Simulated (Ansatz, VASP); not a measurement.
# Two plane-wave programs on AgBr3

INCAR

```
  PREC = Accurate
  ENCUT = 520
  EDIFF = 1E-6
  ISMEAR = 0
  SIGMA = 0.1
  LREAL = F
  LASPH = T
  NELM = 150
  ALGO = Normal
  ISIF = 2
  LWAVE = F
  LCHARG = F
  ISPIN = 2
  MAGMOM = 1 0 0 0
  LORBIT = 11
  LMAXMIX = 4
  GGA = PE
  NBANDS = 28
```

The input KPOINTS:

```
regular mesh
0
Gamma
  3 3 3
```

The input POSCAR:

```
AgBr3
1.0
    3.6622259220      2.1143871219      3.1750547411
   -3.6622259220      2.1143871219      3.1750547411
    0.0000000000     -4.2287742438      3.1750547411
Ag Br
1 3
Direct
    0.5000000000      0.5000000000      0.5000000000
    0.5000000000      0.5000000000      0.0000000000
    0.0000000000      0.5000000000      0.5000000000
    0.5000000000      0.0000000000      0.5000000000
```

Input for Ansatz:

```yaml
crystal:
  lattice:
    - [3.662225922, 2.1143871219, 3.1750547411]
    - [-3.662225922, 2.1143871219, 3.1750547411]
    - [0.0, -4.2287742438, 3.1750547411]
  atoms:
    - { symbol: Ag, position: [0.5, 0.5, 0.5], spin: 1.0 }
    - { symbol: Br, position: [0.5, 0.5, 0.0] }
    - { symbol: Br, position: [0.0, 0.5, 0.5] }
    - { symbol: Br, position: [0.5, 0.0, 0.5] }
basis:
  ecutwfc: 420
kpoints:
  mp_grid: { grid: [3, 3, 3] }
hamiltonian:
  xc: pbe
scf:
  occupations: { method: gaussian, width: 0.1 }
  lower_state_search: "off"
output:
  forces: true
  stress: true
  eigenvalues: true
  populations: true
magnetization:
  spin_polarized: true
```

Alike in both runs: task single point; functional PBE; k mesh 3 × 3 × 3; occupations gaussian, width 0.1 eV; collinear spin.

|  | VASP | Ansatz |
| --- | --- | --- |
| version | VASP 6.6.1 | Ansatz 0.2.0 |
| potentials or method | VASP PAW PBE potentials, release 64 (Ag, Br) | scalar-relativistic, plane waves, PAW |
| plane-wave cutoff (eV) | 520 | 420 |
| valence electrons in the cell | 32 | 40 |

```tsv
	VASP	Ansatz	Ansatz less VASP
gap on the k mesh at the Fermi level (eV)	none	none	-
pressure (GPa)	-0.4	-0.3	0.00
largest component of the traceless stress (GPa)	0.20	0.21	+0.009
net moment per atom (μB)	0.00	0.00	0.000
```

A gap of «none» marks a metal or a gap that the smearing closes. The two sets of potentials don't hold the same shells in valence. Ansatz warned: «seeded_moment_not_kept».

Caveats: the k mesh is coarse (spacing up to 0.40 Å⁻¹), so the values aren't converged.
